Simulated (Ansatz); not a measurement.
Crystal: Sn.

```
Sn
1.0
    -1.89465    1.89465    1.89465
     1.89465   -1.89465    1.89465
     1.89465    1.89465   -1.89465
Sn
1
Cartesian
  0.0000 0.0000 0.0000
```

This isn't the form of Sn at room conditions, which is tetragonal (white tin).

Base run:

```yaml
Program: Ansatz 0.2.0
Functional: r2SCAN
Potentials_or_basis: Ansatz PAW
Cutoff: 500 eV
Density_cutoff: 2000 eV
k_mesh: 7 × 7 × 7
Occupations: fermi-dirac, width 0.05 eV
Spin: spin-orbit coupling, no magnetisation
```

Its results: band gap on the k mesh none (metal or under the smearing width); pressure -0.1 GPa.

**Question.** The run is repeated on the same cell with these changes: functional from r2SCAN to LDA; cutoff from 500 eV to 420 eV; density cutoff from 2000 eV to 1680 eV. What comes out?

**Answer.** Band gap on the k mesh none (metal or under the smearing width); pressure -3.2 GPa.

Caveats: the PAW data sets come from PBE, with cores solved anew for the run's functional, which leaves a small shift of forces and pressure.

Not every run made on this cell is shown here.
